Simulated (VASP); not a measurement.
# ZnCu (Pm-3m) in VASP: further runs

The runs below take ZnCu through single point, relaxation of cell and atoms, with PBE.

All numbers are computed with VASP 6.6.1; they aren't measurements. Logs are shortened: lines on timing, memory, paths and dates and some standing lists are left out, and cuts for length are marked.

### Step 1. Starting point

It takes space group Pm-3m (No. 221, cubic). The conventional cell has a = 2.963 Å, b = 2.963 Å, c = 2.963 Å, α = 90.00°, β = 90.00°, γ = 90.00°. Zn (site symmetry m-3m) is surrounded by 8 Cu at 2.57 Å. Cu (site symmetry m-3m) has 8 Zn at 2.57 Å as nearest neighbours.

### Step 2. Single point, PBE

INCAR reads:

```
ALGO = Normal
EDIFF = 1E-7
ENCUT = 520
GGA = PE
ISIF = 2
ISMEAR = 0
LASPH = True
LCHARG = True
LELF = True
LREAL = False
LVHAR = True
LWAVE = False
NBANDS = 18
NELM = 60
PREC = Accurate
SIGMA = 0.1
```

KPOINTS reads:

```
k-points
0
Gamma
  14 14 14
```

POSCAR reads:

```
ZnCu
1.0
    2.9626309844      0.0000000000      0.0000000000
    0.0000000000      2.9626309844      0.0000000000
    0.0000000000      0.0000000000      2.9626309844
Zn Cu
1 1
Direct
    0.5000000000      0.5000000000      0.5000000000
    0.0000000000      0.0000000000      0.0000000000
```

Potentials or basis: VASP PAW PBE potentials, release 64 (Zn, Cu).

On the command line:

```
$ cat potpaw_PBE.64/Zn/POTCAR potpaw_PBE.64/Cu/POTCAR > POTCAR
$ mpirun -np 1 vasp_std > vasp.out
```

OUTCAR:

```text
EDIFF = 1E-7
   ENCUT = 520
   GGA = PE
   ISIF = 2
   ISMEAR = 0
   LASPH = True
   LREAL = False
   NELM = 60
   PREC = Accurate

 ion  position               nearest neighbor table
   1  0.500  0.500  0.500-   2 2.57   2 2.57   2 2.57   2 2.57   2 2.57   2 2.57   2 2.57   2 2.57

   2  0.000  0.000  0.000-   1 2.57   1 2.57   1 2.57   1 2.57   1 2.57   1 2.57   1 2.57   1 2.57

  LATTYP: Found a simple cubic cell.
 ALAT       =     2.9626309844

  Lattice vectors:

 A1 = (   2.9626309844,   0.0000000000,   0.0000000000)
 A2 = (   0.0000000000,   2.9626309844,   0.0000000000)
 A3 = (   0.0000000000,   0.0000000000,   2.9626309844)

Analysis of symmetry for initial positions (statically):
=====================================================================
 Subroutine PRICEL returns:
 Original cell was already a primitive cell.

 Routine SETGRP: Setting up the symmetry group for a
 simple cubic supercell.

 Subroutine GETGRP returns: Found 48 space group operations
 (whereof 48 operations were pure point group operations)
 out of a pool of 48 trial point group operations.

The static configuration has the point symmetry O_h .

Analysis of symmetry for dynamics (positions and initial velocities):
=====================================================================
 Subroutine PRICEL returns:
 Original cell was already a primitive cell.

 Routine SETGRP: Setting up the symmetry group for a
 simple cubic supercell.

 Subroutine GETGRP returns: Found 48 space group operations
 (whereof 48 operations were pure point group operations)
 out of a pool of 48 trial point group operations.

The dynamic configuration has the point symmetry O_h .

 Subroutine INISYM returns: Found 48 space group operations
 (whereof 48 operations are pure point group operations),
 and found     1 'primitive' translations

----------------------------------------------------------------------------------------

                                     Primitive cell

  volume of cell :      26.0036

  direct lattice vectors                    reciprocal lattice vectors
     2.962630984  0.000000000  0.000000000     0.337537819  0.000000000  0.000000000
     0.000000000  2.962630984  0.000000000     0.000000000  0.337537819  0.000000000
     0.000000000  0.000000000  2.962630984     0.000000000  0.000000000  0.337537819

  length of vectors
     2.962630984  2.962630984  2.962630984     0.337537819  0.337537819  0.337537819

  position of ions in fractional coordinates (direct lattice)
     0.500000000  0.500000000  0.500000000
     0.000000000  0.000000000  0.000000000

  ion indices of the primitive-cell ions
   primitive index   ion index
                 1           1
                 2           2

----------------------------------------------------------------------------------------

 KPOINTS: k-points

Automatic generation of k-mesh.
 Grid dimensions read from file:
 generate k-points for:   14   14   14

 Generating k-lattice:

  Cartesian coordinates                     Fractional coordinates (reciprocal lattice)
     0.024109844  0.000000000  0.000000000     0.071428571  0.000000000  0.000000000
     0.000000000  0.024109844  0.000000000     0.000000000  0.071428571  0.000000000
     0.000000000  0.000000000  0.024109844     0.000000000  0.000000000  0.071428571

  Length of vectors
     0.024109844  0.024109844  0.024109844

  Shift w.r.t. Gamma in fractional coordinates (k-lattice)
     0.000000000  0.000000000  0.000000000

 Subroutine IBZKPT returns following result:
 ===========================================

 Found    120 irreducible k-points:

 Following reciprocal coordinates:
            Coordinates               Weight
  0.000000  0.000000  0.000000      1.000000
  0.071429  0.000000  0.000000      6.000000
  0.142857  0.000000  0.000000      6.000000
  0.214286  0.000000  0.000000      6.000000
  0.285714  0.000000  0.000000      6.000000
  0.357143  0.000000  0.000000      6.000000
[... 16 lines left out ...]
  0.285714  0.214286  0.000000     24.000000
  0.357143  0.214286  0.000000     24.000000
 [... further k-points ...]
   k-points           NKPTS =    120   k-points in BZ     NKDIM =    120   number of bands    NBANDS=     18
   number of dos      NEDOS =    301   number of ions     NIONS =      2
   total plane-waves  NPLWV =  13824
   dimension x,y,z NGX =    24 NGY =   24 NGZ =   24
   dimension x,y,z NGXF=    48 NGYF=   48 NGZF=   48
   ions per type =               1   1
   NGX,Y,Z   is equivalent  to a cutoff of  13.47, 13.47, 13.47 a.u.
   NGXF,Y,Z  is equivalent  to a cutoff of  26.93, 26.93, 26.93 a.u.
 SYSTEM =  unknown system
   PREC   = accura    normal or accurate (medium, high low for compatibility)
   ISTART =      0    job   : 0-new  1-cont  2-samecut
   ICHARG =      2    charge: 1-file 2-atom 10-const
   ISPIN  =      1    spin polarized calculation?
   LNONCOLLINEAR =      F non collinear calculations
   LSORBIT =      F    spin-orbit coupling
   LASPH  =      T    aspherical Exc in radial PAW
   ENCUT  =  520.0 eV  38.22 Ry    6.18 a.u.   5.51  5.51  5.51*2*pi/ulx,y,z
   NELM   =     60;   NELMIN=  2; NELMDL= -5     # of ELM steps
   EDIFF  = 0.1E-06   stopping-criterion for ELM
   LREAL  =      F    real-space projection
   EDIFFG = 0.1E-05   stopping-criterion for IOM
   NSW    =      0    number of steps for IOM
   IBRION =     -1    ionic relax: 0-MD 1-quasi-New 2-CG
   NFREE  =      0    steps in history (QN), initial steepest desc. (CG)
   ISIF   =      2    stress and relaxation
   ISYM   =      2    0-nonsym 1-usesym 2-fastsym
   POTIM  = 0.5000    time-step for ionic-motion
   TEBEG  =    0.0;   TEEND  =   0.0 temperature during run
   PSTRESS=    0.0 pullay stress
   NELECT =      23.0000    total number of electrons
   NUPDOWN=      -1.0000    fix difference up-down
   EMIN   =  10.00;   EMAX   =-10.00  energy-range for DOS
   EFERMI =   0.00;   METHOD = LEGACY
   ISMEAR =     0;   SIGMA  =   0.10  broadening in eV -4-tet -1-fermi 0-gaus
   EFERMI_NEDOS =   21; number of points for ismear=-14 and -15
   IALGO  =     38    algorithm
   IMIX   =      4    mixing-type and parameters
     AMIX     =   0.40;   BMIX     =  1.00
     AMIX_MAG =   1.60;   BMIX_MAG =  1.00
  volume/ion in A,a.u.               =      13.00        87.74
  Fermi-wavevector in a.u.,A,eV,Ry     =   1.571472  2.969651 33.599902  2.469523
  Thomas-Fermi vector in A             =   2.673051
   LORBIT       =      0    0 simple, 1 ext, 2 COOP (PROOUT), +10 PAW based schemes
   GGA     = PE    functional components
   LHFCALC =     F    Hartree Fock is set to
   AEXX    =    0.0000 exact exchange contribution
   IVDW    =     0    specifies the selected vdW correction
   LEPSILON=     F    determine dielectric tensor
   LRPA    =     F    only Hartree local field effects (RPA)
 non-spin polarized calculation
 Gauss-broadening in eV      SIGMA  =   0.10
  energy-cutoff  :      520.00
  volume of cell :       26.00
 maximum number of plane-waves:       739
 NGX is ok and might be reduce to    24
   NGX = 11   NGY = 11   NGZ = 11

 number of electron      23.0000018 magnetization

 Free energy of the ion-electron system (eV)
  ---------------------------------------------------
  ext. energy  EPLUGINS =         0.00000000
  ---------------------------------------------------
  free energy    TOTEN  =        -5.01724142 eV

  energy without entropy =       -5.01562298  energy(sigma->0) =       -5.01643220

 E-fermi :   5.3850     XC(G=0): -12.3020

 val. band max:        5.3046248785   @ k =   0.5000   0.5000   0.2143
 cond. band min:       5.3986260387   @ k =   0.4286   0.3571   0.2143
 fundamental gap:      0.0940011603
 Fermi energy:         5.3849507827

 k-point     1 :       0.0000    0.0000    0.0000
  band No.  band energies     occupation
      1      -4.8284      2.00000
      2      -2.4197      2.00000
      3      -2.4197      2.00000
      4      -1.7535      2.00000
      5      -1.7535      2.00000
      6      -1.7535      2.00000
[... 10 lines left out ...]
     17      17.3682      0.00000
     18      28.6329      0.00000

 k-point     2 :       0.0714    0.0000    0.0000
  band No.  band energies     occupation
      1      -4.7371      2.00000
      2      -2.4096      2.00000
      3      -2.4004      2.00000
      4      -1.7615      2.00000
      5      -1.7615      2.00000
      6      -1.7497      2.00000
[... 10 lines left out ...]
     17      18.0348      0.00000
     18      27.5729      0.00000

 k-point     3 :       0.1429    0.0000    0.0000
  band No.  band energies     occupation
      1      -4.4663      2.00000
      2      -2.3810      2.00000
      3      -2.3439      2.00000
      4      -1.7838      2.00000
      5      -1.7838      2.00000
      6      -1.7389      2.00000
[... 10 lines left out ...]
     17      20.1260      0.00000
     18      25.9056      0.00000

 k-point     4 :       0.2143    0.0000    0.0000
  band No.  band energies     occupation
      1      -4.0275      2.00000
      2      -2.3393      2.00000
      3      -2.2523      2.00000
      4      -1.8158      2.00000
      5      -1.8158      2.00000
      6      -1.7233      2.00000
[... 375 lines left out ...]
      4      -1.8471      2.00000
      5      -1.8261      2.00000
      6      -1.7776      2.00000
[... 10 lines left out ...]
     17      22.7972      0.00000
     18      23.8050      0.00000

 k-point    23 :       0.2857    0.2143    0.0000
  band No.  band energies     occupation
      1      -2.8694      2.00000
      2      -2.2349      2.00000
      3      -2.0370      2.00000
      4      -1.8794      2.00000
      5      -1.7939      2.00000
      6      -1.6957      2.00000
[... 10 lines left out ...]
     17      22.5692      0.00000
     18      23.0451      0.00000

 k-point    24 :       0.3571    0.2143    0.0000
  band No.  band energies     occupation
      1      -2.5408      2.00000
      2      -2.2331      2.00000
      3      -1.9946      2.00000
      4      -1.9136      2.00000
      5      -1.8031      2.00000
      6      -1.2457      2.00000
[... 10 lines left out ...]
     17      20.9825      0.00000
     18      21.9383      0.00000

 [... further k-points ...]

------------------------ aborting loop because EDIFF is reached ----------------------------------------

  FORCE on cell =-STRESS in cart. coord.  units (eV):
  Direction    XX          YY          ZZ          XY          YZ          ZX
  --------------------------------------------------------------------------------------
  -------------------------------------------------------------------------------------
  Total        0.0991217      0.0991217      0.0991217     -0.0000000     -0.0000000      0.0000000
  in kB        6.1072632      6.1072632      6.1072632     -0.0000000     -0.0000000      0.0000000
  external PRESSURE =       6.1072632 kB  Pullay stress =       0.0000000 kB

 VOLUME and BASIS-vectors are now :
 -----------------------------------------------------------------------------
  energy-cutoff  :      520.00
  volume of cell :       26.00
      direct lattice vectors                 reciprocal lattice vectors
     2.962630984  0.000000000  0.000000000     0.337537819  0.000000000  0.000000000
     0.000000000  2.962630984  0.000000000     0.000000000  0.337537819  0.000000000
     0.000000000  0.000000000  2.962630984     0.000000000  0.000000000  0.337537819

 POSITION                                       TOTAL-FORCE (eV/Angst)
 -----------------------------------------------------------------------------------
      1.48132      1.48132      1.48132         0.000000      0.000000      0.000000
      0.00000      0.00000      0.00000         0.000000      0.000000      0.000000
 -----------------------------------------------------------------------------------
    total drift:                                0.000000      0.000000     -0.000000

  FREE ENERGIE OF THE ION-ELECTRON SYSTEM (eV)
  ---------------------------------------------------
  free  energy   TOTEN  =        -5.0172414226 eV

  energy  without entropy=       -5.0156229804  energy(sigma->0) =       -5.01643220
```

Run time: 28 s. Hardware: 1 thread of Intel Xeon Platinum 8488C (Sapphire Rapids), shared host; peak memory 0.18 GiB.

Results:

```yaml
Free_energy: -5.0172 eV
Pressure: 0.6 GPa
Band_gap_on_the_k_mesh: none (metal or under the smearing width)
```

Levels at points of the mesh, in eV from the Fermi level:
| k point | band 8 | band 9 | band 10 | band 11 | band 12 | band 13 | band 14 | band 15 | band 16 | band 17 |
| --- | --- | --- | --- | --- | --- | --- | --- | --- | --- | --- |
| (0.00, 0.00, 0.00) | -3.54 | -2.72 | -2.72 | -2.72 | 6.15 | 6.15 | 6.15 | 11.13 | 11.13 | 11.98 |
| (0.50, 0.00, 0.00) | -3.65 | -3.25 | -3.25 | -2.79 | -2.01 | 11.54 | 11.54 | 12.18 | 12.18 | 13.32 |
| (0.50, 0.50, 0.00) | -2.87 | -2.87 | -2.49 | -1.85 | -1.85 | 1.66 | 2.02 | 13.73 | 15.36 | 15.36 |
| (0.50, 0.50, 0.50) | -4.23 | -2.47 | -2.47 | 3.71 | 4.29 | 4.29 | 4.29 | 4.44 | 4.44 | 4.44 |

### Step 3. Relaxation of cell and atoms, PBE

This run uses another cell than the first one, of 12.77 Å³/atom, 0.982 times its volume.

INCAR reads:

```
SYSTEM = ZnCu
  PREC = Accurate
  ENCUT = 600
  EDIFF = 1E-6
  ISMEAR = 0
  SIGMA = 0.1
  LREAL = .FALSE.
  LASPH = .TRUE.
  NELM = 80
  ALGO = Normal
  ISIF = 3
  LWAVE = .FALSE.
  LCHARG = .FALSE.
  GGA = PE
  IBRION = 2
  NSW = 100
  EDIFFG = -0.005
```

KPOINTS reads:

```
Automatic mesh
0
G
  14 14 14
  0 0 0
```

POSCAR reads:

```
ZnCu
1.0
    2.9450000000      0.0000000000      0.0000000000
    0.0000000000      2.9450000000      0.0000000000
    0.0000000000      0.0000000000      2.9450000000
Zn Cu
1 1
Direct
    0.5000000000      0.5000000000      0.5000000000
    0.0000000000      0.0000000000      0.0000000000
```

Potentials or basis: VASP PAW PBE potentials, release 64 (Zn, Cu).

On the command line:

```
$ cat potpaw_PBE.64/Zn/POTCAR potpaw_PBE.64/Cu/POTCAR > POTCAR
$ mpirun -np 1 vasp_std > vasp.out
```

Run time: 68 s. Hardware: 1 thread of Intel Xeon Platinum 8488C (Sapphire Rapids), shared host; peak memory 0.19 GiB.

It converged, with:

* Free energy: -5.0172 eV
* Relaxed volume: 13.07 Å³/atom
* Relaxed cell: a = 2.968 Å, b = 2.968 Å, c = 2.968 Å, α = 90.00°, β = 90.00°, γ = 90.00°
* Space group after relaxing (to 0.05 Å): Pm-3m (No. 221)
* Energy gained by relaxing: 2.5 meV/atom
* Ionic steps: 3
* Pressure after relaxing: 0.0 GPa
* Band gap on the k mesh: none (metal or under the smearing width)

The path:
```
step  energy change (eV)  largest force (eV/Å)  pressure (GPa)  volume (Å³)
   1              0.0000                0.0000            2.86        25.54
   2             -0.0042                0.0000           -1.07        26.40
   3             -0.0051                0.0000            0.04        26.14
```

Final structure:
```
CELL_PARAMETERS angstrom
2.96762 0.00000 0.00000
0.00000 2.96762 0.00000
0.00000 0.00000 2.96762
ATOMIC_POSITIONS crystal
Zn 0.50000 0.50000 0.50000
Cu 0.00000 0.00000 0.00000
```

Levels at points of the mesh, in eV from the Fermi level:
| k point | band 8 | band 9 | band 10 | band 11 | band 12 | band 13 | band 14 | band 15 |
| --- | --- | --- | --- | --- | --- | --- | --- | --- |
| (0.00, 0.00, 0.00) | -3.53 | -2.71 | -2.71 | -2.71 | 6.14 | 6.14 | 6.14 | 11.10 |
| (0.50, 0.00, 0.00) | -3.63 | -3.23 | -3.23 | -2.78 | -2.00 | 11.50 | 11.50 | 12.14 |
| (0.50, 0.50, 0.00) | -2.86 | -2.86 | -2.48 | -1.83 | -1.83 | 1.64 | 2.00 | 13.68 |
| (0.50, 0.50, 0.50) | -4.21 | -2.46 | -2.46 | 3.68 | 4.28 | 4.28 | 4.28 | 4.43 |

### Step 4. Single point, PBE

INCAR reads:

```
SYSTEM = ZnCu
PREC = Accurate ; ENCUT = 520
EDIFF = 1E-6 ; ISMEAR = 0
SIGMA = 0.15 ; LREAL = .False.
LASPH = .True. ; NELM = 60
ALGO = Fast ; ISIF = 2
LWAVE = .False. ; LCHARG = .False.
GGA = PE ; NBANDS = 18
```

KPOINTS reads:

```
regular mesh
0
Gamma
  16 16 16
  0 0 0
```

POSCAR reads:

```
ZnCu
1.0
    2.9626309844      0.0000000000      0.0000000000
    0.0000000000      2.9626309844      0.0000000000
    0.0000000000      0.0000000000      2.9626309844
Zn Cu
1 1
Direct
    0.5000000000      0.5000000000      0.5000000000
    0.0000000000      0.0000000000      0.0000000000
```

On the command line:

```
$ cat potpaw_PBE.64/Zn/POTCAR potpaw_PBE.64/Cu/POTCAR > POTCAR
$ mpirun -np 1 vasp_std > vasp.out
```

Wall time 48 s (1 thread of Intel Xeon Platinum 8488C (Sapphire Rapids), shared host); peak memory 0.2 GiB.

Results (log left out):

- Free energy: -5.0149 eV
- Pressure: 1.0 GPa
- Band gap on the k mesh: none (metal or under the smearing width)

Levels at points of the mesh, in eV from the Fermi level:
```
           k point  band 8  band 9  band 10  band 11  band 12  band 13  band 14  band 15  band 16  band 17
(0.00, 0.00, 0.00)   -3.52   -2.70    -2.70    -2.70     6.18     6.18     6.18    11.15    11.15    12.01
(0.50, 0.00, 0.00)   -3.63   -3.23    -3.23    -2.77    -1.99    11.56    11.56    12.20    12.20    13.35
(0.50, 0.50, 0.00)   -2.85   -2.85    -2.47    -1.82    -1.82     1.69     2.04    13.75    15.39    15.39
(0.50, 0.50, 0.50)   -4.21   -2.45    -2.45     3.74     4.31     4.31     4.31     4.47     4.47     4.47
```

### Step 5. Summary

| task | cell | k mesh | cutoff (eV) | smearing | gap on the mesh (eV) | pressure (GPa) |
| --- | --- | --- | --- | --- | --- | --- |
| single point | Pm-3m, 13.0 Å³/atom | 14 × 14 × 14 | 520 | gaussian 0.1 eV | none | 0.6 |
| relaxation of cell and atoms | relaxed | 14 × 14 × 14 | 600 | gaussian 0.1 eV | none | 0.0 |
| single point | Pm-3m, 13.0 Å³/atom | 16 × 16 × 16 | 520 | gaussian 0.15 eV | none | 1.0 |

Alike in all rows: level PBE; potentials or basis VASP PAW PBE potentials, release 64 (Zn, Cu); no spin polarisation.

Absolute energies hang on the potentials; compare differences alone.
